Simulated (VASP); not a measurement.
# Ru in VASP: further runs, part 2 of 2

VASP 6.6.1.

## (4) Relaxation of the atoms, revPBE

The input, INCAR:

```
PREC = Accurate ; ENCUT = 520
EDIFF = 1E-6 ; ISMEAR = -1
SIGMA = 0.05 ; LREAL = F
LASPH = T ; NELM = 60
ALGO = Fast ; ISIF = 2
LWAVE = F ; LCHARG = F
LDIPOL = T ; IDIPOL = 3
DIPOL = 0.5 0.5 0.500 ; GGA = RE
IBRION = 2 ; NSW = 40
EDIFFG = -0.01
```

The input, KPOINTS:

```
Automatic mesh
0
Gamma
  8 8 1
```

The input, POSCAR:

```
Ru
1.0
    2.7057993342      0.0000000000      0.0000000000
   -1.3528996671      2.3432909610      0.0000000000
    0.0000000000      0.0000000000     25.7047500000
Ru
6
Selective dynamics
Direct
    0.6666666667      0.3333333334      0.2917748665  F F F
    0.3333333333      0.6666666666      0.3750649199  F F F
    0.6666666667      0.3333333334      0.4583549733  F F F
    0.3333333333      0.6666666666      0.5416450267  T T T
    0.6666666667      0.3333333334      0.6249350801  T T T
    0.3333333333      0.6666666666      0.7082251335  T T T
```

Potentials or basis: VASP PAW PBE potentials, release 64 (Ru_pv).

On the command line:

```console
$ cat potpaw_PBE.64/Ru_pv/POTCAR > POTCAR
$ mpirun -np 1 vasp_std > vasp.out
```

OUTCAR:

```text
PREC = Accurate
   ENCUT = 520
   EDIFF = 1E-6
   ISMEAR = -1
   LREAL = F
   LASPH = T
   NELM = 60
   ISIF = 2
   GGA = RE
   IBRION = 2
   NSW = 40
   EDIFFG = -0.01

 ion  position               nearest neighbor table
   1  0.667  0.333  0.292-   2 2.65   2 2.65   2 2.65
   2  0.333  0.667  0.375-   1 2.65   3 2.65   1 2.65   3 2.65   1 2.65   3 2.65
   3  0.667  0.333  0.458-   2 2.65   2 2.65   4 2.65   4 2.65   2 2.65   4 2.65
   4  0.333  0.667  0.542-   5 2.65   5 2.65   3 2.65   3 2.65   5 2.65   3 2.65
   5  0.667  0.333  0.625-   4 2.65   6 2.65   4 2.65   6 2.65   4 2.65   6 2.65
   6  0.333  0.667  0.708-   5 2.65   5 2.65   5 2.65

  LATTYP: Found a hexagonal cell.
 ALAT       =     2.7057993342
 C/A-ratio  =     9.4998729858

  Lattice vectors:

 A1 = (   2.7057993342,   0.0000000000,   0.0000000000)
[... 405 lines left out ...]

 E-fermi :   4.0170     XC(G=0):  -7.8259

 val. band max:        4.0166245495   @ k =   0.1250   0.1250   0.0000
 cond. band min:       4.0247183466   @ k =   0.2500   0.2500   0.0000
 fundamental gap:      0.0080937971
 Fermi energy:         4.0170180854

 k-point     1 :       0.0000    0.0000    0.0000
  band No.  band energies     occupation
      1     -39.5642      2.00000
      2     -39.4546      2.00000
      3     -39.0627      2.00000
      4     -38.8069      2.00000
      5     -38.8069      2.00000
      6     -38.7511      2.00000
[... 519 lines left out ...]
     49      10.1830      0.00000
     50      10.6491      0.00000

------------------------ aborting loop because EDIFF is reached ----------------------------------------

 vacuum level on the upper side and lower side of the slab       (xc-potential included)        -0.060        -0.001

  FORCE on cell =-STRESS in cart. coord.  units (eV):
  Direction    XX          YY          ZZ          XY          YZ          ZX
  --------------------------------------------------------------------------------------
  -------------------------------------------------------------------------------------
  Total        0.0251346      0.0251346     -1.1122852      0.0000000      0.0000000     -0.0000000
  in kB        0.2470859      0.2470859    -10.9343139      0.0000000      0.0000000     -0.0000000
  external PRESSURE =      -3.4800473 kB  Pullay stress =       0.0000000 kB
[... 21 lines left out ...]
  FREE ENERGIE OF THE ION-ELECTRON SYSTEM (eV)
  ---------------------------------------------------
  free  energy   TOTEN  =       -50.4237967334 eV

  energy  without entropy=      -50.3676174780  energy(sigma->0) =      -50.39570711

 reached required accuracy - stopping structural energy minimisation

 vacuum level on the upper side and lower side of the slab         8.898         8.960
```

OSZICAR:

```text
N       E                     dE             d eps       ncg     rms          rms(c)
DAV:   1     0.977031783864E+03    0.97703E+03   -0.53296E+04  1168   0.167E+03
[... 156 lines left out ...]
RMM:   2    -0.504242239723E+02   -0.86708E-03   -0.42452E-03   994   0.446E-01    0.172E-01
RMM:   3    -0.504240198833E+02    0.20409E-03   -0.41924E-04  1047   0.121E-01    0.126E-01
RMM:   4    -0.504238722954E+02    0.14759E-03   -0.15795E-04  1094   0.565E-02    0.723E-02
RMM:   5    -0.504237964207E+02    0.75875E-04   -0.37105E-05   999   0.310E-02    0.150E-02
RMM:   6    -0.504238014192E+02   -0.49985E-05   -0.28827E-05  1004   0.211E-02    0.206E-02
RMM:   7    -0.504237967100E+02    0.47092E-05   -0.10716E-05   920   0.159E-02    0.840E-03
RMM:   8    -0.504237967334E+02   -0.23352E-07   -0.38749E-06   705   0.800E-03
  11 F= -.50423797E+02 E0= -.50395707E+02  d E =-.146629E-04
```

CONTCAR:

```text
Ru
   1.00000000000000
     2.7057993342000000    0.0000000000000000    0.0000000000000000
    -1.3528996671000000    2.3432909610000001    0.0000000000000000
     0.0000000000000000    0.0000000000000000   25.7047500000000007
  Ru
     6
Selective dynamics
Direct
     0.6666666667000030    0.3333333333999988    0.2917748664999991   F   F   F
     0.3333333332999970    0.6666666666000012    0.3750649198999980   F   F   F
     0.6666666667000030    0.3333333333999988    0.4583549732999970   F   F   F
     0.3333333332999970    0.6666666666000012    0.5441320805985292   T   T   T
     0.6666666667000030    0.3333333333999988    0.6285285535396725   T   T   T
     0.3333333332999970    0.6666666666000012    0.7092052623092355   T   T   T

  0.00000000E+00  0.00000000E+00  0.00000000E+00
  0.00000000E+00  0.00000000E+00  0.00000000E+00
  0.00000000E+00  0.00000000E+00  0.00000000E+00
  0.00000000E+00  0.00000000E+00  0.00000000E+00
  0.00000000E+00  0.00000000E+00  0.00000000E+00
  0.00000000E+00  0.00000000E+00  0.00000000E+00
```

Wall time 14 min (1 thread of Intel Xeon Platinum 8488C (Sapphire Rapids), shared host); peak memory 0.3 GiB.

What came out:

```
Free energy               : -50.4238 eV
Energy gained by relaxing : 6.7 meV/atom
Ionic steps               : 11
Band gap on the k mesh    : none (metal or under the smearing width)
```

The path:
```tsv
step	energy change (eV)	largest force (eV/Å)	pressure (GPa)
1	0.0000	0.8424	-0.05
2	-0.0311	0.7807	0.32
3	-0.0314	0.7748	0.36
4	-0.0348	0.7601	0.32
5	-0.0355	0.7499	0.30
6	-0.0370	0.7447	0.19
7	-0.0399	0.7293	-0.11
8	-0.0386	0.6988	-0.71
9	-0.0405	0.7187	-0.34
10	-0.0405	0.7177	-0.35
11	-0.0405	0.7141	-0.35
```

Final structure:
```cif
data_structure
_symmetry_space_group_name_H-M 'P 1'
_symmetry_Int_Tables_number 1
_cell_length_a 2.7058
_cell_length_b 2.7058
_cell_length_c 25.7048
_cell_angle_alpha 90.000
_cell_angle_beta 90.000
_cell_angle_gamma 120.000
_cell_volume 162.98
loop_
_atom_site_label
_atom_site_type_symbol
_atom_site_fract_x
_atom_site_fract_y
_atom_site_fract_z
_atom_site_occupancy
Ru1 Ru 0.66667 0.33333 0.29177 1
Ru2 Ru 0.33333 0.66667 0.37506 1
Ru3 Ru 0.66667 0.33333 0.45836 1
Ru4 Ru 0.33333 0.66667 0.54413 1
Ru5 Ru 0.66667 0.33333 0.62853 1
Ru6 Ru 0.33333 0.66667 0.70921 1
```

Levels at points of the mesh, in eV from the Fermi level:
```csv
k point,band 39,band 40,band 41,band 42,band 43,band 44
"(0.00, 0.00, 0.00)",-1.85,-1.85,-0.96,-0.96,-0.81,-0.43
"(0.50, 0.00, 0.00)",0.77,0.86,1.20,1.44,1.48,1.59
```

Caveat: the PAW data sets were made with another functional, which shifts forces and pressure a little.

## (5) The runs side by side

```tsv
level	gap on the mesh (eV)
PBEsol	none
RPBE	none
revPBE	none
```

Alike in all rows: task relaxation of the atoms; potentials or basis VASP PAW PBE potentials, release 64 (Ru_pv); no spin polarisation; cell atoms relaxed; k mesh 8 × 8 × 1; cutoff (eV) 520; smearing fermi-dirac 0.05 eV.

Caveats: the PAW data sets were made with another functional, which shifts forces and pressure a little.

Absolute energies hang on the potentials; compare differences alone.
